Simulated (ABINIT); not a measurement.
This ABINIT 10.8.3 (patched build) run on TiC needs a look.

The input run.abi:

```
# Pseudopotentials
pp_dirpath "./"
pseudos "Ti.GGA_PBE-JTH.xml, C.GGA_PBE-JTH.xml"

# Structure
acell 3.062788961 3.062788961 3.062788961 Angstrom
rprim
     0.0000000000     0.7071067812     0.7071067812
     0.7071067812     0.0000000000     0.7071067812
     0.7071067812     0.7071067812     0.0000000000
ntypat 2
znucl 22 6
natom 2
typat 1 2
xred
     0.0000000000     0.0000000000     0.0000000000
     0.5000000000     0.5000000000     0.5000000000

# Plane-wave basis
ecut 19.0
pawecutdg 38.0
pawxcdev 0

# k points
kptopt 1
ngkpt 11 11 11
nshiftk 1
shiftk 0.0 0.0 0.0

# Exchange and correlation
ixc 11

# Bands and occupations
nband 12
occopt 3
tsmear 0.00183747

# SCF cycle
nstep 100
tolvrs 1.0e-9

# Output
iomode 3
prtwf 0
prtden 0
prteig 0
prtebands 0
enunit 1

# Other
prtelf 1
```

Potentials or basis: JTH PAW PBE v2.0.

Command:

```bash
$ abinit run.abi > log 2>&1
```

run.abo:

```text
.Version 10.8.3 of ABINIT
 Symmetries : space group Fm -3 m (#225); Bravais cF (face-center cubic)
================================================================================
 Values of the parameters that define the memory need of the present run
     intxc =       0    ionmov =       0      iscf =      17    lmnmax =      18
     lnmax =       6     mgfft =      24  mpssoang =       3    mqgrid =    3001
     natom =       2  nloc_mem =       2    nspden =       1   nspinor =       1
    nsppol =       1      nsym =      48    n1xccc =       1    ntypat =       2
    occopt =       3   xclevel =       2
       mpw =         556          nfft =       13824          nkpt =          56
[... 53 lines left out ...]

 chkinp: Checking input parameters for consistency.

 chkint_prt: ERROR -
 Context: the value of the variable usepaw is 1.
  The value of the input variable prtelf is 1, while it must be
  equal to 0
  Action: you should change the input variable prtelf.

Checking consistency of input data against itself revealed some problem(s).
So, stopping. The details of the problem(s) are given in the error file or the standard output file (= "log" file).
In parallel, the details might not even be printed there. Then, try running in sequential to see the details.

--- !ERROR
message: |
    Checking consistency of input data against itself gave 1 inconsistency.
    The details of the problem can be FOUND ABOVE (or in output or log file).
    In parallel, the details might not even be printed there. Then, try running in sequential to see the details.
...
```

What happened, and what is wrong with the input?

The input was rejected before any iteration. The input holds a flaw that was put in on purpose: ELF asked on PAW (prtelf = 1).
